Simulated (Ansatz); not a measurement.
# CuI (zincblende): the band gap by level of theory

What experiment reports for this phase, and the runs try to reproduce:
- lattice constant a: 6.053 ± 0.003 Å (cubic lattice constant; X-ray diffraction; measurement temperature not stated, presumably room temperature; “Determination of acoustic phonon anharmonicities via second-order Raman scattering in CuI”, 2023, arxiv:2305.18931)

The calculated numbers come from Ansatz. Non-magnetic throughout.

CuI (zincblende), relaxed with r2SCAN. Space group F-43m (No. 216), cubic; a = 6.024 Å in the conventional setting, 27.33 Å³ an atom. Cu is surrounded by 4 I at 2.61 Å; I is surrounded by 4 Cu at 2.61 Å.

```
Cu I
1.0
     0.00000    3.01203    3.01203
     3.01203    0.00000    3.01203
     3.01203    3.01203    0.00000
Cu I
1 1
Direct
  0.00000 0.00000 0.00000
  0.25000 0.25000 0.25000
```

Relaxed lattice by functional, symmetry kept:
```tsv
functional	k mesh	a (Å)	volume (Å³/atom)
PBE	6×6×6	6.081	28.11
r2SCAN	6×6×6	6.024	27.33
```

Band edges at fixed r2SCAN geometry:
```csv
level,k mesh,gap (eV),kind,edges,least direct gap (eV)
PBE,8×8×8,1.17,direct,Γ,1.17
PBE+SOC,8×8×8,1.01,direct,Γ,1.01
r2SCAN,8×8×8,1.67,direct,Γ,1.67
HSE06,6×6×6,2.67,direct,Γ,2.67
PBE0,6×6×6,3.33,direct,Γ,3.33
```
PBE, PBE+SOC: smearing of 0.02 eV; the others have fixed occupations.
Wave cutoffs: 420 eV, 500 eV (r2SCAN).

The HSE06 gap is direct at Γ: 2.67 eV. Spin-orbit coupling changes the PBE gap by -0.159 eV, to 1.01 eV; at Γ the threefold valence level splits into a fourfold and a twofold level 0.44 eV apart, the fourfold one on top.

r2SCAN covers 33 % of the step from PBE to HSE06, while HSE06 needs about 11 times r2SCAN's rough cost (on a coarser mesh). Spin-orbit coupling moves the least or the direct gap by up to 0.16 eV, so it has to be included where a tenth of an eV counts. Among these functionals the gap stays direct.

r2SCAN (ground state on 6×6×6): The clamped-ion dielectric constant comes out as 5.70 in all directions. Born charges, averaged over directions: Cu +1.04, I -1.04 e.

Set against measured values:
- Lattice constant a, measured 6.053 Å: PBE 6.081 (+0.5 %), r2SCAN 6.024 (-0.5 %).
The calculated lattice is static; the measured one holds thermal expansion and zero-point motion. Reports marked as nanostructured, strained, doped, implanted or mixed samples were set aside.

Only the levels marked +SOC include spin-orbit coupling.
